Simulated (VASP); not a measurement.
A run of VASP 6.6.1 is set up as follows.

File INCAR:

```
SYSTEM = Be12H2S
  PREC = Accurate
  ENCUT = 520
  EDIFF = 1E-6
  ISMEAR = 0
  SIGMA = 0.15
  LREAL = Auto
  LASPH = .True.
  NELM = 100
  ALGO = Normal
  ISIF = 2
  LWAVE = .False.
  LCHARG = .True.
  GGA = PS
  LELF = .True.
  LVHAR = .True.
  NBANDS = 29
```

The input KPOINTS:

```
Automatic mesh
0
Gamma
  4 4 1
  0 0 0
```

POSCAR

```
Be12H2S
1.0
    4.5800000000      0.0000000000      0.0000000000
    2.2900000000      3.9663960000      0.0000000000
    0.0000000000      0.0000000000     15.5884300000
Be S H
12 1 2
Direct
    0.0000000000      0.0000000000      0.0641500780
    0.5000000000      0.0000000000      0.0641500780
    0.0000000000      0.5000000000      0.0641500780
    0.5000000000      0.5000000000      0.0641500780
   -0.1667376794      0.3324980663      0.1753961752
    0.3354652542      0.3282463476      0.1784267563
   -0.1710566093      0.8346809043      0.1785140004
    0.3363484395      0.8344262651      0.1782542565
    0.0005263742      0.0005075136      0.2879259168
    0.4982196430      0.0002021987      0.3029354464
   -0.0002729674      0.4969123103      0.2883424437
    0.5010009983      0.4980962567      0.2877196100
    0.5800418080      0.9354176940      0.4549105972
    0.7419274829      1.1135345538      0.4657238093
    0.3101704064      1.1674762177      0.5023415443
```

Potentials or basis: VASP PAW PBE potentials, release 64 (Be, S, H).

Command:

```console
$ cat potpaw_PBE.64/Be/POTCAR potpaw_PBE.64/S/POTCAR potpaw_PBE.64/H/POTCAR > POTCAR
$ mpirun -np 1 vasp_std > vasp.out
```

Task: What does it give for the largest force?

Result: 0.212 eV/Å.

Task: Estimate the band gap on the k mesh.

Result: None (metal or under the smearing width).

Forces on the atoms (eV/Å):
```
Be  -0.008 -0.059 -0.071
Be   0.003 -0.008  0.211
Be   0.036  0.024 -0.058
Be  -0.046  0.015 -0.042
Be   0.000 -0.001 -0.003
Be  -0.001 -0.003  0.006
Be  -0.003  0.001 -0.001
Be   0.002  0.002  0.002
Be  -0.002 -0.001  0.013
Be   0.001 -0.001  0.015
Be  -0.004  0.002  0.013
Be   0.003  0.000  0.011
S    0.031  0.088 -0.018
H   -0.017 -0.018  0.017
H    0.004 -0.042 -0.095
```

Caveat: the k mesh is coarse (spacing up to 0.40 Å⁻¹), so the values aren't converged; the PAW data sets were made with another functional, which shifts forces and pressure a little.
